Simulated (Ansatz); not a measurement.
A 3-atom cell of Mg2Si (Fm-3m) from a materials database, relaxed with r2SCAN in the PAW code Ansatz: the symmetry is Fm-3m (No. 225, cubic); a = 6.338 Å in the conventional setting, 21.22 Å³ an atom. Mg is surrounded by 4 Si at 2.74 Å; Si is surrounded by 8 Mg at 2.74 Å. The cell was then strained (x, y and z are the cube axes), with the atoms relaxed again; stress is positive in compression. (Simulation; spin polarisation is off.)

- Uniaxial +2.01 % along x, other directions held: r2SCAN's stress changes by -2.47 GPa along the strain and -0.43 GPa across it.
- Isotropic +1.55 % on every length: the pressure changes by -2.45 GPa, and the HSE06 gap (Γ → X) goes from 0.562 to 0.608 eV.
- Epitaxial strain of +0.78 % in the (001) plane: the free normal strain is -0.32 % and the in-plane stress changes by -1.08 GPa.
- In that film r2SCAN's threefold valence top at Γ splits as 1+2 from the top, by 0.050 eV.

(1) Estimate C₁₁, C₁₂ and the bulk modulus from the uniaxial step.

(2) What bulk modulus does the isotropic step give?

(3) Give the volume deformation potential of that gap and its pressure coefficient.

(4) What do the film's normal strain and stress say about the elastic constants?

(5) How much elastic energy does the film store, with 21.22 Å³ an atom?

(6) Extract the shear deformation potential b.

Answers

(1) With compression positive, C₁₁ ≈ −Δσ∥/ε = (+2.47)/(+0.0201) = 123 GPa and C₁₂ ≈ (+0.43)/(+0.0201) = 21 GPa; B = (C₁₁ + 2C₁₂)/3 = 55 GPa. A one-sided step carries third-order terms: it reads low by some per cent.

(2) Δ ln V = 3 ln(1.0155) = +0.0461, so B ≈ −ΔP/Δ ln V = 53 GPa, against 55 GPa from C₁₁ and C₁₂; one-sided steps of finite size carry third-order terms.

(3) a_V = ΔE_g/Δ ln V = (+0.046)/(+0.0461) = +1.00 eV; dE_g/dP = −a_V/B = -19 meV/GPa, with HSE06's gap and r2SCAN's modulus.

(4) ε⊥/ε∥ = (-0.0032)/(+0.0078) = -0.41, which linear elasticity sets to −2C₁₂/C₁₁ = -0.35 from the uniaxial step. The biaxial modulus is M = −Δσ/ε∥ = 138 GPa (C₁₁ + C₁₂ − 2C₁₂²/C₁₁ = 137 GPa).

(5) u = M ε∥² = −Δσ ε∥ = +1.08 × (+0.0078) = 0.0084 GPa, and 1 GPa Å³ is 6.2415 meV: 1.12 meV an atom. The total energies of the two runs differ by 1.13 meV an atom.

(6) Without spin-orbit coupling the splitting is 3|b| |ε_zz − ε_xx| = 3|b| × 0.0110, so |b| = 0.050/0.0330 = 1.52 eV.

Where an edge lies off the special points, it is a point of the mesh or the k point where a search put PBE's edge or least direct gap, reused for the other functionals, whose own edges may lie a little apart.

The meshes of the hybrids are coarse, so their gaps aren't converged to the digits shown.
